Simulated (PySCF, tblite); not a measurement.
**Question.** What does the GFN2-xTB structure of `CCCCO` look like in three dimensions?

**Answer.** 
Z-matrix in Å and degrees, rows numbered from 1:
```
C 
C   1  1.5238
C   2  1.5285  1  111.56
C   3  1.5307  2  112.83  1  -176.91
O   4  1.4075  3  113.48  2   -69.74
H   1  1.0877  2  110.47  3   -59.32
H   1  1.0875  2  110.51  3    60.58
H   1  1.0874  2  110.64  3  -179.31
H   2  1.0934  1  108.75  3   121.34
H   2  1.0933  1  109.41  3  -121.06
H   3  1.0915  2  109.28  1   -56.49
H   3  1.0919  2  109.57  1    61.83
H   4  1.0926  3  109.87  2   172.92
H   4  1.1008  3  109.54  2    54.09
H   5  0.9634  4  108.55  3    58.39
```

Of the pairs four or more bonds apart, H9···H15 is among the closest relative to their van der Waals radii: 2.21 Å, 92 % of the sum of Bondi's values. O5 (alcohol oxygen) is bent (angle 108.6°).

The geometry is computed with GFN2-xTB (gas phase).

Point group: C1 (no symmetry element, even within 0.4 Å). Its GFN2-xTB frequencies are all real (lowest 71 cm⁻¹). The numbers are those of one conformer (C1–C2–C3–C4 -177°, C2–C3–C4–O5 -70°, C3–C4–O5–H 58°). 3 starts were optimised and ended at 0.00, 0.31 and 1.23 kcal/mol (GFN2-xTB); the lowest of these is shown.
